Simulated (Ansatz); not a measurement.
Input of an Ansatz 0.2.0 run:

File input.yaml:

```yaml
crystal:
  lattice:
    - [5.118, 0.0, 0.0]
    - [0.0, 5.1857, 0.0]
    - [-0.8586630598, 0.0, 5.2138671406]
  atoms:
    - { symbol: Hf, position: [0.2755, 0.4603, 0.708] }
    - { symbol: Hf, position: [0.7245, 0.9603, 0.792] }
    - { symbol: Hf, position: [0.7245, 0.5397, 0.292] }
    - { symbol: Hf, position: [0.2755, 0.0397, 0.208] }
    - { symbol: O, position: [0.0742, 0.1684, 0.8467] }
    - { symbol: O, position: [0.9258, 0.6684, 0.6533] }
    - { symbol: O, position: [0.9258, 0.8316, 0.1533] }
    - { symbol: O, position: [0.0742, 0.3316, 0.3467] }
    - { symbol: O, position: [0.4487, 0.7419, 0.9801] }
    - { symbol: O, position: [0.5513, 0.2419, 0.5199] }
    - { symbol: O, position: [0.5513, 0.2581, 0.0199] }
    - { symbol: O, position: [0.4487, 0.7581, 0.4801] }
hamiltonian:
  xc: pbe
  pseudopotentials: { kind: paw }
  dispersion: d3bj
kpoints:
  mp_grid: { grid: [5, 5, 5] }
scf:
  occupations: { method: fermi_dirac, width: 0.05 }
output:
  forces: true
  stress: true
relax:
  f_tol: 0.01
  max_steps: 40
  cell: { stress_tol: 0.05 }
```

Potentials or basis: Ansatz PAW.

The run is started by

```sh
$ ansatz run input.yaml --threads 4 --pin off --max-ram 11264MiB --backend cpu --events-out ev --progress --plain --runs-dir out
```

(1) What does it give for the band gap on the k mesh?

(2) Predict the relaxed volume.

Answers

(1) 4.10 eV.

(2) 11.63 Å³/atom.

Caveat: odd divisions of the mesh miss points on the zone boundary, where band edges often lie, so the gap on the mesh can be too wide; the plane-wave basis is chosen anew once the cell has moved, so the energies of steps on either side of that aren't comparable; the pressure holds a Pulay correction of +0.8 GPa for the finite cutoff; spin-orbit coupling is left out, which moves the levels of the heavy elements.
